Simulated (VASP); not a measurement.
A run of VASP 6.6.1 is set up as follows.

Contents of INCAR:

```
SYSTEM = BP
PREC = Accurate
ENCUT = 600
EDIFF = 1E-6
ISMEAR = 0
SIGMA = 0.03
LREAL = .FALSE.
LASPH = .TRUE.
NELM = 80
ALGO = Normal
ISIF = 3
LWAVE = .FALSE.
LCHARG = .FALSE.
METAGGA = R2SCAN
LMIXTAU = .TRUE.
IBRION = 2
NSW = 90
EDIFFG = -0.01
```

File KPOINTS:

```
Automatic mesh
0
G
  10 10 10
  0 0 0
```

POSCAR

```
BP
1.0
    0.0000000000      2.2690000000      2.2690000000
    2.2690000000      0.0000000000      2.2690000000
    2.2690000000      2.2690000000      0.0000000000
B P
1 1
Direct
    0.0000000000      0.0000000000      0.0000000000
    0.2500000000      0.2500000000      0.2500000000
```

Potentials or basis: VASP PAW PBE potentials, release 64 (B, P).

Command:

```sh
$ cat potpaw_PBE.64/B/POTCAR potpaw_PBE.64/P/POTCAR > POTCAR
$ mpirun -np 1 vasp_std > vasp.out
```

(1) Predict the relaxed volume.

(2) Estimate the relaxed cell.

Results:

(1) 11.64 Å³/atom.

(2) a = 3.205 Å, b = 3.205 Å, c = 3.205 Å, α = 60.00°, β = 60.00°, γ = 60.00°.

Caveat: the PAW data sets were made with another functional, which shifts forces and pressure a little.
